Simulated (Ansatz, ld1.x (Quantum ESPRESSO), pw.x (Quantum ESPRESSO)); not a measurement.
**tantalum (Ta) (fcc): variants of one TM potential in the solid**

```json
{
  "Element": "tantalum (Ta)",
  "Generator": "ld1.x (Quantum ESPRESSO) 7.5",
  "Type": "norm-conserving Troullier–Martins (Kleinman–Bylander form)",
  "Functional": "PBE",
  "Relativity": "scalar-relativistic",
  "Frozen core": "[Xe] 4f14",
  "Valence charge": "5",
  "Reference configuration": "5d3 6s0 6p0 (charge +2)",
  "Partial waves": "6p (bound, empty): rc 2.85 bohr; 5d (bound): rc 2.10 bohr; 6s (bound, empty): rc 2.45 bohr",
  "Local potential": "the s channel",
  "Core correction": "Bessel-smoothed model core, default radius (core density twice the valence density)"
}
```

Crystal test: fcc Ta in pw.x 7.5, no spin, 13³ k-points, Fermi–Dirac smearing 0.01 Ry, cutoffs set for each file from its atomic test. The reference is all-electron LAPW (Ansatz 0.2.0) with the same functional, mesh and smearing; V0 and B0 come from Birch–Murnaghan fits to the pressures at five volumes. Errors are pseudo minus all-electron; Δ is the rms difference of the E(V) curves that follow from these fits, minima aligned, over ±6 % about the mean V0. Mesh and smearing are coarse, so the numbers serve the comparison and aren't converged zero-temperature values; the lattice is a test structure that the element need not adopt.

All-electron: a0 = 4.224 Å (V0 = 18.84 Å³/atom), B0 = 188.4 GPa.

1 further variants are left out: they gave no file fit for a test, a broken result, the same result as the base, or pressures whose basis-set error rivals the error shown.

```tsv
change	cutoffs (Ry)	pw.x	a0 (Å)	a0 error (%)	B0 error (%)	Δ (meV/atom)	mean pressure error (GPa)
base	50/200	converged	4.243	+0.44	+3.5	10.7	+2.62
all radii but the core radius scaled by about 0.94 (s 2.30, p 2.68, d 1.98 bohr)	50/200	converged	4.241	+0.39	+4.4	9.5	+2.33
all radii but the core radius scaled by about 1.10 (s 2.70, p 3.14, d 2.32 bohr)	50/200	converged	4.245	+0.49	+2.9	11.7	+2.89
all radii but the core radius scaled by about 1.20 (s 2.94, p 3.42, d 2.52 bohr)	50/200	converged	4.239	+0.34	+3.2	8.3	+2.01
all radii but the core radius scaled by about 1.37 (s 3.36, p 3.92, d 2.88 bohr)	50/200	converged	4.215	-0.21	+5.9	5.0	-1.26
```
